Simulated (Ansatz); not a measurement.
**What sets the In vacancy content of InP3**

Computed with Ansatz 0.2.0, DFT PBEsol, scalar-relativistic, plane waves, PAW.

Plane waves to 420 eV, a k mesh through Γ of 6×6×5 on the computed 15-atom cell and Gaussian smearing (0.10 eV); no spin polarisation.

The ordered crystal (R-3m, 19.60 Å³/atom, no gap on the mesh), relaxed at this level:

```cif
data_structure
_symmetry_space_group_name_H-M 'R-3m:H'
_symmetry_Int_Tables_number 166
_cell_length_a 7.4300
_cell_length_b 7.4300
_cell_length_c 9.8381
_cell_angle_alpha 90.000
_cell_angle_beta 90.000
_cell_angle_gamma 120.000
_cell_volume 470.35
loop_
_atom_site_label
_atom_site_type_symbol
_atom_site_symmetry_multiplicity
_atom_site_Wyckoff_symbol
_atom_site_fract_x
_atom_site_fract_y
_atom_site_fract_z
_atom_site_occupancy
In1 In 6 c 0.33333 0.66667 0.93995 1
P1 P 18 h 0.51784 0.48216 0.27687 1
```

The crystal stands on its own mesh of 6×6×6. The changed cells were relaxed on coarser meshes and computed once more on meshes like the one named, which can leave forces up to 0.25 eV/Å.

The crystal forms from the elements' standard states with -0.105 eV/atom, or -0.42 eV per In. From a supercell of 16 atoms neutral In atoms were removed at random and the cells relaxed:

```tsv
In removed	energy a vacancy, In-rich (eV)	volume / perfect	gap on mesh (eV)
1	2.64	0.958	0.00
```

Question: Over what range can the formation energy of the neutral In vacancy move?

Answer: With k vacancies in the cell, E_v = [E(defect cell) − E(perfect cell)]/k + μ(In). With μ counted from the standard state, the compound is stable against the two elements for -0.42 eV ≤ Δμ ≤ 0, so for the most dilute cell E_v runs from 2.64 eV (In-rich) to 2.64 − 0.42 = 2.22 eV (P-rich). At 1000 K the site fraction 1/[1 + exp(E_v/k_BT)] spans 5e-14 to 7e-12. Other phases of the two elements can narrow the range. Vacancies of P, antisites and interstitials weren't computed and can be far cheaper. Even the most dilute cell lacks 25.0 % of its In, far from an isolated defect.

A cell with an odd number of electrons, run without spin, has no gap by construction; a spin-polarised state may open one and lie lower.

Cost: 4 runs of about 11 core-minutes in all (earlier runs that led there not counted), on Intel Xeon Platinum 8488C (Sapphire Rapids) (shared hosts).